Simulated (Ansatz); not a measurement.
Input:

GeO2 (rutile)

```yaml
crystal:
  lattice:
    - [4.48750, 0.00000, 0.00000]
    - [0.00000, 4.48750, 0.00000]
    - [0.00000, 0.00000, 2.90497]
  atoms:
    - { symbol: Ge, position: [0.00000, 0.00000, 0.00000] }
    - { symbol: Ge, position: [0.50000, 0.50000, 0.50000] }
    - { symbol: O, position: [0.30714, 0.30714, 0.00000] }
    - { symbol: O, position: [0.80714, 0.19286, 0.50000] }
    - { symbol: O, position: [0.19286, 0.80714, 0.50000] }
    - { symbol: O, position: [0.69286, 0.69286, 0.00000] }
```

Scan: atom 5 (O, nearest neighbour Ge at 1.899 Å; its periodic images, 2.9 Å or more away, move with it) is displaced along Cartesian x, direction (1.000, 0.000, 0.000) in Cartesian axes, by s. The other atoms stay.

All values below come from PBE (plane waves to 420 eV, PAW, scalar-relativistic; Ansatz, a quantum-chemistry and plane-wave program). k mesh 6×6×9 (Γ-centred), Fermi-Dirac smearing 0.05 eV. E stands for the smeared free energy. GeO2 was relaxed with its symmetry unable to fall. ΔE is measured from the undisplaced structure.

The scan covers s from -0.570 to 0.570 Å in 11 points.

Problem. Is the energy the same for displacements of ±0.570 Å, and if not, which side lies higher?

Solution. Not even: the positive side lies higher at ±0.570 Å. With its periodic images moving along, the atom's site symmetry in this cell is mm2.

Problem. What is the force constant k = d²E/ds² of this move at s = 0?

Solution. 14.6 eV/Å².

(For displaced atoms, the force is minus the slope of the energy, and its curvature is a force constant, which sets phonon frequencies.)
